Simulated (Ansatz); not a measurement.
# SiO$_{2}$: ab initio molecular dynamics

These are results of DFT PBE+D3(BJ), scalar-relativistic, plane waves, PAW in Ansatz 0.2.0, not measurements. Cutoff 420 eV, shifted (0.5, 0.5, 0.5 steps) 2×2×2 k-points, Fermi–Dirac smearing of 0.22 eV. The mesh is coarse. No spin polarisation.

18 atoms, starting at 1.10 times the perfect crystal's volume (space group Ibam, not the usual structure, the cell as given, not relaxed at this level); Nosé–Hoover thermostat at 2600 K, fixed cell; 23 steps of 1 fs. The run is short and not equilibrated.

First frame:

```yaml
crystal:
  lattice:
    - [0.00000, 0.00000, 5.32657]
    - [0.00000, 8.62986, 0.00000]
    - [-7.30854, -4.31493, -2.66328]
  atoms:
    - { symbol: Si, position: [0.08333, 0.33333, 0.66667] }
    - { symbol: Si, position: [0.75000, 0.00000, 0.00000] }
    - { symbol: Si, position: [0.41667, 0.66667, 0.33333] }
    - { symbol: Si, position: [0.58333, 0.33333, 0.66667] }
    - { symbol: Si, position: [0.25000, 0.00000, 0.00000] }
    - { symbol: Si, position: [0.91667, 0.66667, 0.33333] }
    - { symbol: O, position: [0.73633, 0.62633, 0.47267] }
    - { symbol: O, position: [0.40300, 0.29300, 0.80600] }
    - { symbol: O, position: [0.06967, 0.95967, 0.13933] }
    - { symbol: O, position: [0.76367, 0.15367, 0.52733] }
    - { symbol: O, position: [0.43033, 0.82033, 0.86067] }
    - { symbol: O, position: [0.09700, 0.48700, 0.19400] }
    - { symbol: O, position: [0.23633, 0.84633, 0.47267] }
    - { symbol: O, position: [0.90300, 0.51300, 0.80600] }
    - { symbol: O, position: [0.56967, 0.17967, 0.13933] }
    - { symbol: O, position: [0.26367, 0.37367, 0.52733] }
    - { symbol: O, position: [0.93033, 0.04033, 0.86067] }
    - { symbol: O, position: [0.59700, 0.70700, 0.19400] }
```

```
Mean temperature over the second half                                                                                                                                                                                                                                                     : 3538 K
Mean pressure over the second half (kinetic part included)                                                                                                                                                                                                                                : 0.9 GPa
Mean potential energy above the perfect crystal (as given, at volume ratio 1; besides heat the difference comes from the volume, 10 % larger, and the crystal's own forces of up to 4.69 eV/Å and pressure of -26.6 GPa; its own run had another smearing, without effect beside its gap) : 169 meV/atom
Drift of the conserved energy over the run                                                                                                                                                                                                                                                : -0.64 meV/atom
Mean-square drift of O from first to last step (mean shift of all atoms removed)                                                                                                                                                                                                          : 0.23 Å²
Mean-square drift of Si from first to last step (mean shift of all atoms removed)                                                                                                                                                                                                         : 0.03 Å²
```

Pair distribution functions g(r), second half of the run, up to half the cell's height:

| r (Å) | O-O | O-Si |
| --- | --- | --- |
| 1.35 | 0.0 | 0.0 |
| 1.45 | 0.0 | 1.8 |
| 1.55 | 0.0 | 6.7 |
| 1.65 | 0.0 | 8.3 |
| 1.75 | 0.0 | 7.0 |
| 1.85 | 0.0 | 4.2 |
| 1.95 | 0.8 | 1.9 |
| 2.05 | 1.8 | 0.4 |
| 2.15 | 0.9 | 0.5 |
| 2.25 | 0.7 | 0.0 |
| 2.35 | 0.5 | 0.0 |
| 2.45 | 0.1 | 0.0 |

Along the run (potential energy from its first value; pressure with the kinetic part):

| t (fs) | T (K) | ΔE_pot (meV/atom) | P (GPa) |
| --- | --- | --- | --- |
| 0.0 | 2600 | 0.0 | -26.0 |
| 1.0 | 2731 | -16.0 | -25.7 |
| 2.0 | 2921 | -39.3 | -25.2 |
| 3.0 | 3159 | -68.5 | -24.5 |
| 4.0 | 3431 | -101.9 | -23.5 |
| 5.0 | 3717 | -137.1 | -22.3 |
| 6.0 | 3993 | -171.2 | -20.8 |
| 7.0 | 4234 | -201.0 | -19.1 |
| 8.0 | 4413 | -223.3 | -17.0 |
| 9.0 | 4507 | -235.3 | -14.8 |
| 10.0 | 4506 | -235.5 | -12.3 |
| 11.0 | 4411 | -224.4 | -9.7 |
| 12.0 | 4245 | -204.4 | -7.1 |
| 13.0 | 4041 | -179.8 | -4.6 |
| 14.0 | 3835 | -155.2 | -2.4 |
| 15.0 | 3656 | -133.9 | -0.4 |
| 16.0 | 3516 | -117.4 | 1.2 |
| 17.0 | 3411 | -105.4 | 2.4 |
| 18.0 | 3334 | -96.7 | 3.3 |
| 19.0 | 3280 | -90.6 | 3.8 |
| 20.0 | 3249 | -87.5 | 4.1 |
| 21.0 | 3249 | -88.2 | 4.1 |
| 22.0 | 3286 | -93.3 | 3.8 |
| 23.0 | 3360 | -103.1 | 3.2 |

Cost: 1 run of about 2.9 core-minutes (earlier runs that led there not counted), on Intel Xeon Platinum 8375C (Ice Lake) (shared hosts).